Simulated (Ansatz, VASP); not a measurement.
# One calculation of SnSe, two programs

INCAR

```
PREC = Accurate ; ENCUT = 520
EDIFF = 1E-8 ; ISMEAR = -1
SIGMA = 0.02 ; LREAL = False
LASPH = True ; NELM = 100
ALGO = Normal ; ISIF = 2
LWAVE = False ; LCHARG = False
GGA = CA ; LEFG = True
NBANDS = 17
```

KPOINTS

```
Automatic mesh
0
Gamma
  9 9 9
```

Contents of POSCAR:

```
SnSe
1.0
    0.0000000000      3.0100000000      3.0100000000
    3.0100000000      0.0000000000      3.0100000000
    3.0100000000      3.0100000000      0.0000000000
Sn Se
1 1
Direct
    0.0000000000      0.0000000000      0.0000000000
    0.5000000000      0.5000000000      0.5000000000
```

Input for Ansatz:

```yaml
crystal:
  lattice:
    - [0.0, 3.01, 3.01]
    - [3.01, 0.0, 3.01]
    - [3.01, 3.01, 0.0]
  atoms:
    - { symbol: Sn, position: [0.0, 0.0, 0.0] }
    - { symbol: Se, position: [0.5, 0.5, 0.5] }
kpoints:
  mp_grid: { grid: [9, 9, 9] }
  band_path:
    path:
      - [0.0, 0.0, 0.0]
      - [0.5, 0.0, 0.5]
      - [0.625, 0.25, 0.625]
      - [0.375, 0.375, 0.75]
      - [0.0, 0.0, 0.0]
      - [0.5, 0.5, 0.5]
      - [0.5, 0.25, 0.75]
      - [0.5, 0.0, 0.5]
    npoints: 5
scf:
  occupations: { method: fermi_dirac, width: 0.02 }
hamiltonian:
  xc: lda
  pseudopotentials: { kind: paw }
output:
  forces: true
  stress: true
  eigenvalues: true
  efg: { contact_densities: true }
```

Alike in both runs: task electric field gradients; functional LDA; k mesh 9 × 9 × 9; occupations fermi-dirac, width 0.02 eV; no spin polarisation.

```csv
,VASP,Ansatz
version,VASP 6.6.1,Ansatz 0.2.0
potentials or method,"VASP PAW LDA potentials, release 64 (Sn_d, Se)","PAW with Ansatz's default frozen-core files, scalar-relativistic"
plane-wave cutoff (eV),520,420
valence electrons in the cell,20,30
```

Ansatz gave:

```
pressure (GPa)                                                 : -3.3
Vzz of the field gradient on the site that differs most (V/Å²) : 0.0
```

What did VASP give for the same quantities?

Pressure (GPa): -3.2; Vzz of the field gradient on the site that differs most (V/Å²): 0.0.

The two sets of potentials don't hold the same shells in valence. Ansatz warned: «gradients_without_spin_orbit».
